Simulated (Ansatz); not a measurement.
# CuO (CsCl type): how the settings move a single-point run

Aim: see which settings change the result for CuO (CsCl type), by how much, and at what cost.

Program: Ansatz 0.2.0. Level of theory: reference: DFT, PBE, PAW with Ansatz's default frozen-core files, scalar-relativistic. These are calculated values, not measurements.

1 further run of the same task is left out (set aside as unsound or not needed).

## 1. The starting structure

It takes space group P4/mmm (No. 123, tetragonal). The conventional cell has a = 2.677 Å, b = 2.677 Å, c = 2.558 Å, α = 90.00°, β = 90.00°, γ = 90.00°. Around Cu (site symmetry 4/mmm) lie 8 O at 2.28 Å and 6 Cu at 2.56 to 2.68 Å. O (site symmetry 4/mmm) has 8 Cu at 2.28 Å as nearest neighbours.

As a file:

```cif
data_structure
_symmetry_space_group_name_H-M 'P4/mmm'
_symmetry_Int_Tables_number 123
_cell_length_a 2.6773
_cell_length_b 2.6773
_cell_length_c 2.5577
_cell_angle_alpha 90.000
_cell_angle_beta 90.000
_cell_angle_gamma 90.000
_cell_volume 18.33
loop_
_atom_site_label
_atom_site_type_symbol
_atom_site_symmetry_multiplicity
_atom_site_Wyckoff_symbol
_atom_site_fract_x
_atom_site_fract_y
_atom_site_fract_z
_atom_site_occupancy
Cu1 Cu 1 a 0.00000 0.00000 0.00000 1
O1 O 1 d 0.50000 0.50000 0.50000 1
```

## 2. The reference run

The input, input.yaml:

```yaml
crystal:
  lattice:
    - [2.6772985118, 0.0, 0.0]
    - [0.0, 2.6772985118, 0.0]
    - [0.0, 0.0, 2.5577282366]
  atoms:
    - { symbol: Cu, position: [0.0, 0.0, 0.0] }
    - { symbol: O, position: [0.5, 0.5, 0.5] }
kpoints:
  mp_grid: { grid: [12, 12, 12] }
scf:
  occupations: { method: fermi_dirac, width: 0.08 }
hamiltonian:
  xc: pbe
  pseudopotentials: { kind: paw }
output:
  forces: true
  stress: true
  eigenvalues: true
  efg: { contact_densities: true }
```

Command:

```console
> ansatz run input.yaml --threads 1 --pin off --max-ram 2048MiB --backend cpu --events-out ev --progress --plain --runs-dir out
```

## 3. Variant: scf.algorithm direct_min, accuracy high

input.yaml, as its differences from that of step 2:

```diff
@@ -12,2 +12,3 @@
   occupations: { method: fermi_dirac, width: 0.08 }
+  algorithm: direct_min
 hamiltonian:
@@ -20 +21,2 @@
   efg: { contact_densities: true }
+accuracy: high
```

Q: Predict the outcome of this session. Wanted: for each run, ending; energy change; pressure; gap; force.

The runs gave:

| run | ending | energy change | pressure (GPa) | gap (eV) | force (eV/Å) | cycles | time |
| --- | --- | --- | --- | --- | --- | --- | --- |
| reference | converged | 0 | 0.3 | 0.00 | 0.00 | 6 | 3.6 s |
| 1: scf.algorithm direct_min, accuracy high | converged | 0.0 meV/atom | 0.3 | 0.00 | 0.00 | 7 | 14 s |

Residual by cycle in the longest SCF loop of each run; runs are numbered as in the table. The quantity is the density residual dr2, in eV.

```
cycle  reference    run 1
    1    0.00423  0.00424
    2     0.0018   5.1e-4
    3     1.6e-4   1.0e-4
    4     3.1e-6   7.7e-8
    5     8.7e-8  7.2e-10
    6     4.8e-9  4.2e-11
    7          -  1.5e-13
```

What this shows: The changed input (solver and accuracy level) leaves the energy the same to the digits printed. Cost: 7 SCF cycles against 6, 14 s against 3.6 s.
